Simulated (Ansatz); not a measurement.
# PtS2 under changes of volume

One of the cells (18.261 Å³/atom); the others are scaled copies at fixed shape and fractional positions:

```
Pt S
1.0
     3.54320    0.00000    0.00000
    -1.77160    3.06850    0.00000
     0.00000    0.00000    5.03880
Pt S
1 2
Cartesian
  0.0000 0.0000 0.0000
  1.7716 1.0228 3.8950
  0.0000 2.0457 1.1438
```

```yaml
Program: Ansatz 0.2.0
Functional: LDA
Potentials_or_basis: all-electron LAPW, scalar-relativistic
Cutoff: 275 eV (chosen from the basis error)
Basis_error_allowed: 0.002 eV/atom
k_mesh: 9 × 9 × 5
Occupations: fermi-dirac, width 0.05 eV
Spin: no spin polarisation
```

| volume (Å³/atom) | energy over the lowest point (meV/atom) | pressure (GPa) | gap on the mesh (eV) | largest force (eV/Å) |
| --- | --- | --- | --- | --- |
| 17.165 | 67.10 | 15.3 | 0.97 | 1.844 |
| 17.531 | 37.22 | 11.0 | 0.95 | 1.469 |
| 17.896 | ? | ? | ? | ? |
| 18.261 | 4.63 | 3.6 | 0.91 | 0.805 |
| 18.626 | 0.00 | 0.5 | 0.89 | 0.512 |
| 18.992 | 2.09 | -2.3 | 0.87 | 0.242 |
| 19.357 | 10.15 | -4.7 | 0.85 | 0.007 |

**Question.** What does the run at 17.896 Å³/atom give?

**Answer.** Energy over the lowest point 16.74 meV/atom; pressure 7.1 GPa; gap on the mesh 0.93 eV; largest force 1.123 eV/Å.

Worked out: A Birch-Murnaghan fit of order 3 (a polynomial in V^(-2/3)) to the other rows has its minimum at 18.69 Å³/atom with B0 = V·E''(V) = 147 GPa and B' = 4.6 at fixed shape and positions, which overstates the stiffness. It gives 16.75 meV/atom at 17.896 Å³/atom, against the run's 16.74, and -dE/dV = 7.1 GPa, against 7.1. A straight line through the other rows of the gap, of slope -0.997 eV per unit of ln V, gives 0.93 eV, against the run's 0.93.

Energies are extrapolated to zero smearing.

Caveats: spin-orbit coupling is left out, which moves the levels of the heavy elements; an odd mesh through Γ misses points on the zone boundary, where band edges often lie; forces of over 1 eV/Å show positions far from the minimum, so gaps and moduli don't describe the material at rest (some runs).
